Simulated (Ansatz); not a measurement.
# SnS2: the cost of one run

Code: Ansatz 0.2.0. Linear response, PAW datasets, plane waves. The values are computed, spin-unpolarised, and not measurements.

**1. Starting point**

The cell was relaxed beforehand with r2SCAN+rVV10.

The symmetry is P-3m1 (No. 164, trigonal); a = 3.661 Å, c = 5.962 Å in the conventional setting, 23.06 Å³ an atom. Around Sn lie 6 S at 2.57 Å; around S lie 3 Sn at 2.57 Å.

Structure file:

```cif
data_structure
_symmetry_space_group_name_H-M 'P 1'
_symmetry_Int_Tables_number 1
_cell_length_a 3.6608
_cell_length_b 3.6608
_cell_length_c 5.9618
_cell_angle_alpha 90.000
_cell_angle_beta 90.000
_cell_angle_gamma 120.000
_cell_volume 69.19
loop_
_atom_site_label
_atom_site_type_symbol
_atom_site_fract_x
_atom_site_fract_y
_atom_site_fract_z
_atom_site_occupancy
Sn1 Sn 0.00000 0.00000 0.00000 1
S1 S 0.33333 0.66667 0.24559 1
S2 S 0.66667 0.33333 0.75441 1
```

**2. Dielectric tensor and Born charges, r2SCAN**

Input file input.yaml:

```yaml
crystal:
  lattice:
    - [3.66075481, 0.0, 0.0]
    - [-1.830377405, 3.1703066624, 0.0]
    - [0.0, 0.0, 5.9617808746]
  atoms:
    - { symbol: Sn, position: [0.0, 0.0, 0.0] }
    - { symbol: S, position: [0.3333333333, 0.6666666667, 0.2455905346] }
    - { symbol: S, position: [0.6666666667, 0.3333333333, 0.7544094654] }
kpoints:
  mp_grid: { grid: [6, 6, 4] }
hamiltonian:
  xc: r2scan
scf:
  occupations: { method: fixed }
dielectric: {}
```

Command:

```sh
> ansatz run input.yaml --threads 4 --pin off --max-ram 7372MiB --backend cpu --events-out ev --progress --plain --runs-dir out
```

**Question.** How long does this run take on 4 threads of Arm Neoverse V1, shared host, and how much memory does it need?

About 93 s, with a peak of 1.4 GiB.
